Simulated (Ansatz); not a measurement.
## HfO2 monolayer (2H): phonons and vibrational spectra

Wanted: phonon frequencies of HfO2 monolayer (2H) and what follows from them.

Method: DFT PBEsol, scalar-relativistic, plane waves, PAW, in Ansatz 0.2.0.

### 1. Starting point

The cell holds 3 atoms: 1 Hf and 2 O. Its edges and angles: a = 3.240 Å, b = 3.240 Å, c = 20.000 Å, α = 90.0°, β = 90.0°, γ = 120.0°. Vacuum lies along c.

Coordinates:

```cif
data_structure
_symmetry_space_group_name_H-M 'P 1'
_symmetry_Int_Tables_number 1
_cell_length_a 3.2400
_cell_length_b 3.2400
_cell_length_c 20.0000
_cell_angle_alpha 90.000
_cell_angle_beta 90.000
_cell_angle_gamma 120.000
_cell_volume 181.82
loop_
_atom_site_label
_atom_site_type_symbol
_atom_site_fract_x
_atom_site_fract_y
_atom_site_fract_z
_atom_site_occupancy
Hf1 Hf 0.33333 0.66667 0.50000 1
O2 O 0.66667 0.33333 0.56125 1
O3 O 0.66667 0.33333 0.43875 1
```

### 2. Coarse relaxation

A rough relaxation comes first, because large forces or stress need no tight tolerances yet.

The program solves this slab on a cell height of its own, 28.7 Å, in place of the one typed.

Input file input.yaml:

```yaml
crystal:
  lattice:
    - [3.24, 0.0, 0.0]
    - [-1.62, 2.80592, 0.0]
    - [0.0, 0.0, 20.0]
  atoms:
    - { symbol: Hf, position: [0.333333, 0.666667, 0.5] }
    - { symbol: O, position: [0.666667, 0.333333, 0.56125] }
    - { symbol: O, position: [0.666667, 0.333333, 0.43875] }
  periodic: [true, true, false]
kpoints:
  mp_grid: { grid: [9, 9, 1] }
hamiltonian:
  xc: pbesol
scf:
  occupations: { method: gaussian, width: 0.1 }
output:
  forces: true
  stress: true
  eigenvalues: true
relax:
  adjacent_minimum: "off"
  f_tol: 0.05
  max_steps: 80
  cell: { stress_2d_tol: 0.02 }
```

Started as:

```
$ ansatz run input.yaml --threads 8 --pin off --max-ram 14336MiB --backend cpu --events-out ev --progress --plain --runs-dir out
```

Numbers of over 12 decimals in the logs are rounded to 6 here.

What it wrote:

```text
[...]
F+E_penalty+E_count = -16722.83685762 eV   max|allowed force component| = 7.707e-5 eV/Å   (the final SCF, on the basis selected at the relaxed cell)
  cell:  # Å, volume = 236.3708 Å³
    - [3.083832, 0, 0]
    - [-1.541916, 2.670677, 0]
    - [0, 0, 28.700000]
  atoms:
    - { symbol: Hf, position: [0.333333, 0.666667, 0.348432] }
    - { symbol: O, position: [0.666667, 0.333333, 0.388764] }
    - { symbol: O, position: [0.666667, 0.333333, 0.308100] }
[key lines of the parts left out:]
SCF converged after 7 iterations
Free energy (F): -16722.836858 eV
Fermi energy:    -7.204820 eV
P = ½ c Tr σ = -0.0050 N/m
```

The job ended after 12 s (8 threads of Arm Neoverse V1, shared host; peak memory 0.71 GiB).

The steps of the relaxation:

```csv
step,energy less that of the first step (eV),largest force component (eV/Å),volume (Å³)
1,0.0000,2.0466,260.92
2,-0.4243,1.5691,238.02
3,-0.4893,0.5277,233.80
4,-0.5025,0.0754,236.76
5,-0.5027,0.0016,236.82
6*,-0.4929,0.0025,236.82
7,-0.4934,0.0006,236.31
8,-0.4933,0.0000,236.37
9*,-0.4930,0.0001,236.37
```

Relaxation steps marked * repeat the geometry before them on a plane-wave basis chosen anew for their cell, so energy and pressure can jump there.

The run keeps the 12 symmetry operations that it works with, so distortions that break them were not tested.

```csv
cell as run,before,after,change
a (Å),3.240,3.084,-4.8 %
b (Å),3.240,3.084,-4.8 %
```

The atoms that moved most (Å, along periodic axes as changes of fractional coordinates times the final cell, across vacuum about the mean position):

```csv
atom,dx,dy,dz,length
O2,0.000,0.000,-0.067,0.067
O3,0.000,0.000,0.067,0.067
```

The relaxed structure:

```xyz
3
Lattice="3.0838 0.0000 0.0000 -1.5419 2.6707 0.0000 0.0000 0.0000 28.7000" Properties=species:S:1:pos:R:3
Hf    0.0000    1.7805   10.0000
O     1.5419    0.8902   11.1575
O     1.5419    0.8902    8.8425
```

Numbers from this step:

```
gap on the k-mesh  : 2.067 eV
direct gap on mesh : 2.114 eV
area per atom      : 2.745 Å²
```

The relaxation ends with a largest force component of 7.7e-5 eV/Å.

### 3. Relaxation

Harmonic phonons are second derivatives at a point where the forces vanish, and they are wanted at zero stress, so atoms and cell are relaxed first.

Input file input.yaml:

```yaml
crystal:
  lattice:
    - [3.0838318827, 0.0, 0.0]
    - [-1.5419159413, 2.6706767514, 0.0]
    - [0.0, 0.0, 28.7]
  atoms:
    - { symbol: Hf, position: [0.3333333333, 0.6666666667, 0.3484320557] }
    - { symbol: O, position: [0.6666666667, 0.3333333333, 0.3887640473] }
    - { symbol: O, position: [0.6666666667, 0.3333333333, 0.3081000642] }
  periodic: [true, true, false]
kpoints:
  mp_grid: { grid: [12, 12, 1] }
hamiltonian:
  xc: pbesol
scf:
  occupations: { method: gaussian, width: 0.02 }
output:
  forces: true
  stress: true
  eigenvalues: true
  write_density: true
  write_potential: true
  elf: true
  volumetric_format: npy
relax:
  adjacent_minimum: "off"
  f_tol: 0.005
  max_steps: 80
  cell: { stress_2d_tol: 0.02 }
```

What it wrote:

```text
[...]
Crystal: 3 atoms, lattice volume = 236.371 Å³
Basis set: ecut = 420 eV, 4607 PW (Γ), exchange–correlation on 48×48×384 points (8 copies of the dense FFT grid, shifted against one another)
Bands: 23, of which v1, the nominal top of the filled ones, is band 19 counted from 1 (18 counted from 0)
Symmetry: 12 space group operations
[...]
k-points: 19 of 144 (time reversal used)
[...]
SCF iter   1: F=—  HF=-16722.853177 eV  |F-HF|=—  |Δ(HF+E_count)|=         —  Δρ=6.94e-3  dr2=8.49e-2  ethr=1.77e-3  ⟨swp⟩=12.8  Hψ=3291  notcnv=0
[...]
SCF iter   8: F=-16722.836836 eV  HF=-16722.836836 eV  |F-HF|=2.56e-9  |Δ(HF+E_count)|=   3.42e-8  Δρ=1.74e-6  dr2=6.51e-9  ethr=2.03e-10  ⟨swp⟩=11.3  Hψ=4184  notcnv=0
SCF 1 converged in 8 iterations: F = -16722.836836 eV  dr2 = 6.51e-9
[...]
relax step   1: F+E_penalty+E_count = -16722.83683554 eV  Δ(F+E_penalty+E_count) = +0.000e0 eV  max|allowed force component| = 2.913e-5 eV/Å  Δτ_max = 0.0000 Å  P = -0.004 N/m  Ω = 236.371 Å³  fix = [c, alpha, beta]  reactions: c +0.000 N/m  (8 SCF iters, dr2 threshold 1.00e-7 eV, accepted)
[...]
SCF iter   6: F=-16722.836836 eV  HF=-16722.836836 eV  |F-HF|=1.46e-11  |Δ(HF+E_count)|=  6.55e-11  Δρ=2.60e-8  dr2=1.63e-12  ethr=1.00e-12  ⟨swp⟩=12.9  Hψ=3404  notcnv=0
SCF 2 converged in 6 iterations: F = -16722.836836 eV  dr2 = 1.63e-12
relax step   2: F+E_penalty+E_count = -16722.83683554 eV  Δ(F+E_penalty+E_count) = -1.506e-9 eV  max|allowed force component| = 2.705e-5 eV/Å  Δτ_max = 0.0000 Å  P = -0.004 N/m  Ω = 236.371 Å³  fix = [c, alpha, beta]  reactions: c +0.000 N/m  stress off target by 3.73e-3 N/m on what of the cell is left free  SCF on the basis re-selected at this cell (its energy is not comparable with the rows above)  (6 SCF iters)
basis re-selected at this cell: Δ(F+E_penalty+E_count) = -1.506e-9 eV, ΔP = +0.000 N/m vs the last step (what re-selecting the basis moved, of the pressure what is left beyond the Pulay correction that the steps carried, after the strain that the cell walked since its last selection, with what the two solves' SCF thresholds leave and, on support functions, any second-order correction that the steps lacked; it is no m [...]
WARN: The output density's exchange-correlation potential varies sharply where the density is thin. Do not read a vacuum level from v_tot or v_xc, or from such a field of the output density. On a cell that repeats whose density bears no net charge and no dipole along the vacuum's axis use v_es (v_loc + v_h of the components); under efield.dipole_correction with no amplitude use v_es + v_field, which holds any externa [...]
SCF converged after 6 iterations
Free energy (F): -16722.836836 eV
[...]
Internal energy: -16722.836836 eV  (E = F + TS)
E sigma→0 (E₀):  -16722.836836 eV
Fermi energy:    -7.223929 eV
[...]
--- Forces (eV/Å), atoms counted from 1 ---
  atom   1  Hf     0.00000000     0.00000000     0.00000000
  atom   2  O      0.00000000    -0.00000000    -0.00002705
  atom   3  O      0.00000000    -0.00000000     0.00002705
  max |Σ_I F_I| component: 7.40e-17 eV/Å
--- 2D stress c σ (N/m, compression-positive) ---
       -0.003730       0.000000       0.000000
        0.000000      -0.003730       0.000000
        0.000000       0.000000       0.000000
  P = ½ c Tr σ = -0.0037 N/m
--- Band table (eV; the first three rows and the last of 19) ---
  k-point 0: bands = [... 15 lower, -11.3960, -9.9749, -9.9749, -8.4471, -4.5763, -2.8026, -1.9906, -1.9906]
  k-point 1: bands = [... 15 lower, -11.2865, -10.0869, -10.0698, -8.3830, -4.4589, -2.9426, -1.9505, -1.6781]
  k-point 2: bands = [... 15 lower, -10.9879, -10.3481, -10.3147, -8.2858, -4.8177, -2.2681, -1.9306, -1.8123]
  k-point 18: bands = [... 15 lower, -11.0606, -10.8520, -9.6829, -8.4808, -6.1269, -3.1640, -0.3723, 0.7559]
--- Relaxed structure (1 steps of the walk, 1 accepted, 1 SCFs on fresh bases) ---
[...]
cell:  # Å, volume = 236.3708 Å³
    - [3.083832, -2.8867463329607032e-11, 0.0]
    - [-1.541916, 2.670677, 0.0]
    - [0.0, 0.0, 28.7]
  atoms:
    - { symbol: Hf, position: [0.333333, 0.666667, 0.348432] }
    - { symbol: O, position: [0.666667, 0.333333, 0.388764] }
    - { symbol: O, position: [0.666667, 0.333333, 0.308100] }
```

Elapsed: 4.8 s, on 8 threads; peak memory 0.69 GiB.

Little changed from the start: no atom moved by 0.005 Å and no cell edge by 0.1 %.

This step gave:

```
gap on the k-mesh  : 2.004 eV
direct gap on mesh : 2.121 eV
```

Electrostatic potential energy in the ac plane at fractional y = 0.333, with atoms of O within 0.2 Å of it. With pseudopotentials it is smooth inside the atoms' cores, unlike the true potential.

Ten even steps from '0' (-27 eV) to '9' (0 eV), each cell a mean:
```
9999999999999999
9999999999999999
9999999999999999
9999999999999999
9999999999999999
9999999999999999
9999999999999999
9999999999999999
9999999999999999
9999999999999999
9999999999999999
9999999999999999
9999999999999999
9999999999999999
7777777610000147
3100124566555654
7766677510000047
9999999999889999
9999999999999999
9999999999999999
9999999999999999
9999999999999999
9999999999999999
9999999999999999
```
Columns run along a (3.1 Å; values clipped at the 3rd and 97th percentile), rows up along c (28.7 Å). Atoms in or near the plane, at fractional coordinates: O at (0.67, 0.39), O at (0.67, 0.31).

Valence density in the ac plane at fractional y = 0.333, with atoms of O within 0.2 Å of it. It is the smooth field of the valence electrons, not physical close to the nuclei.

Ten steps, logarithmic in the rise over the least value, from '_' (0.0 e/Å³) to '@' (5.3 e/Å³), each cell a mean:
```
________________________________
________________________________
________________________________
________________________________
________________________________
________________________________
________________________________
________________________________
________________________________
________________________________
________________________________
________________________________
________________________________
____________....::::----::::....
----::::::--==**##@@@@@@@@%%**++
++++******++====++++****++++====
==----------==**##@@@@@@@@%%**++
..__________..::::--====----::..
________________________________
________________________________
________________________________
________________________________
________________________________
________________________________
```
Columns run along a (3.1 Å), rows up along c (28.7 Å). Atoms in or near the plane, at fractional coordinates: O at (0.67, 0.39), O at (0.67, 0.31).

ELF in the ac plane at fractional y = 0.333, with atoms of O within 0.2 Å of it. It is the smooth field of the valence electrons, not physical close to the nuclei.

Values, 24 rows by 16 columns, each cell a mean:
```
0.00 0.00 0.00 0.00 0.00 0.00 0.00 0.00 0.00 0.00 0.00 0.00 0.00 0.00 0.00 0.00
0.00 0.00 0.00 0.00 0.00 0.00 0.00 0.00 0.00 0.00 0.00 0.00 0.00 0.00 0.00 0.00
0.00 0.00 0.00 0.00 0.00 0.00 0.00 0.00 0.00 0.00 0.00 0.00 0.00 0.00 0.00 0.00
0.00 0.00 0.00 0.00 0.00 0.00 0.00 0.00 0.00 0.00 0.00 0.00 0.00 0.00 0.00 0.00
0.00 0.00 0.00 0.00 0.00 0.00 0.00 0.00 0.00 0.00 0.00 0.00 0.00 0.00 0.00 0.00
0.00 0.00 0.00 0.00 0.00 0.00 0.00 0.00 0.00 0.00 0.00 0.00 0.00 0.00 0.00 0.00
0.00 0.00 0.00 0.00 0.00 0.00 0.00 0.00 0.00 0.00 0.00 0.00 0.00 0.00 0.00 0.00
0.00 0.00 0.00 0.00 0.00 0.00 0.00 0.00 0.00 0.00 0.00 0.00 0.00 0.00 0.00 0.00
0.00 0.00 0.00 0.00 0.00 0.00 0.00 0.00 0.00 0.00 0.00 0.00 0.00 0.00 0.00 0.00
0.00 0.00 0.00 0.00 0.00 0.00 0.00 0.00 0.00 0.00 0.00 0.00 0.00 0.00 0.00 0.00
0.00 0.00 0.00 0.00 0.00 0.00 0.00 0.00 0.00 0.00 0.00 0.00 0.00 0.00 0.00 0.00
0.00 0.00 0.00 0.00 0.00 0.00 0.00 0.00 0.00 0.00 0.00 0.00 0.00 0.00 0.00 0.00
0.00 0.00 0.00 0.00 0.00 0.00 0.00 0.01 0.02 0.02 0.03 0.03 0.02 0.02 0.01 0.01
0.12 0.04 0.01 0.01 0.02 0.08 0.20 0.33 0.43 0.49 0.53 0.53 0.51 0.45 0.36 0.25
0.41 0.16 0.06 0.06 0.11 0.32 0.59 0.76 0.81 0.76 0.64 0.62 0.73 0.81 0.79 0.67
0.15 0.24 0.33 0.35 0.29 0.20 0.17 0.25 0.37 0.43 0.45 0.46 0.45 0.40 0.29 0.17
0.39 0.16 0.08 0.07 0.12 0.31 0.56 0.74 0.80 0.75 0.63 0.61 0.72 0.80 0.78 0.64
0.16 0.05 0.01 0.01 0.03 0.12 0.26 0.40 0.50 0.57 0.61 0.61 0.59 0.53 0.44 0.31
0.00 0.00 0.00 0.00 0.00 0.00 0.01 0.02 0.03 0.04 0.04 0.05 0.04 0.03 0.02 0.01
0.00 0.00 0.00 0.00 0.00 0.00 0.00 0.00 0.00 0.00 0.00 0.00 0.00 0.00 0.00 0.00
0.00 0.00 0.00 0.00 0.00 0.00 0.00 0.00 0.00 0.00 0.00 0.00 0.00 0.00 0.00 0.00
0.00 0.00 0.00 0.00 0.00 0.00 0.00 0.00 0.00 0.00 0.00 0.00 0.00 0.00 0.00 0.00
0.00 0.00 0.00 0.00 0.00 0.00 0.00 0.00 0.00 0.00 0.00 0.00 0.00 0.00 0.00 0.00
0.00 0.00 0.00 0.00 0.00 0.00 0.00 0.00 0.00 0.00 0.00 0.00 0.00 0.00 0.00 0.00
```
Columns run along a (3.1 Å), rows up along c (28.7 Å). Atoms in or near the plane, at fractional coordinates: O at (0.67, 0.39), O at (0.67, 0.31).

### 4. Relaxing to small forces for the phonons

Phonons need a cell at rest on their own settings, so the relaxation is repeated with tight tolerances on forces and stress, using the mesh and the filling of the phonon run that follows.

input.yaml, the sections that differ from step 3:

```yaml
scf:
  occupations: { method: fixed }
output:
  forces: true
  stress: true
  eigenvalues: true
relax:
  adjacent_minimum: "off"
  f_tol: 0.001
  max_steps: 60
  cell: { stress_2d_tol: 0.002 }
# crystal, kpoints, hamiltonian: as in step 3
```

What it wrote:

```text
[...]
Crystal: 3 atoms, lattice volume = 236.371 Å³
Basis set: ecut = 420 eV, 4607 PW (Γ), exchange–correlation on 48×48×384 points (8 copies of the dense FFT grid, shifted against one another)
Bands: 23, of which v1, the nominal top of the filled ones, is band 19 counted from 1 (18 counted from 0)
Symmetry: 12 space group operations
[...]
--- Relaxed structure (2 steps of the walk, 2 accepted, 1 SCFs on fresh bases) ---
[...]
cell:  # Å, volume = 236.3607 Å³
    - [3.083766, -2.8866842896802843e-11, 0.0]
    - [-1.541883, 2.670619, 0.0]
    - [0.0, 0.0, 28.7]
  atoms:
    - { symbol: Hf, position: [0.333333, 0.666667, 0.348432] }
    - { symbol: O, position: [0.666667, 0.333333, 0.388765] }
    - { symbol: O, position: [0.666667, 0.333333, 0.308099] }
[key lines of the parts left out:]
SCF converged after 10 iterations
Free energy (F): -16722.836840 eV
Fermi energy:    -8.226221 eV
P = ½ c Tr σ = 0.0012 N/m
```

Elapsed: 6.3 s, on 8 threads; peak memory 0.68 GiB.

Little changed from the start: no atom moved by 0.005 Å and no cell edge by 0.1 %.

Numbers from this step:

- direct gap on mesh: 2.122 eV

The largest force component left is 0.59 meV/Å, within the tolerances set.

(Continued in part 2 of 3.)

[Logs are printed without paths, hosts, clocks, repeated set-up lines and the standing remarks that a program may print on its own settings, such as how far it seeks lower states.]

[Hosts, paths, dates, database ids (printed as entryN), source tags and the programs' standing remarks are cut or masked in the printed files.]
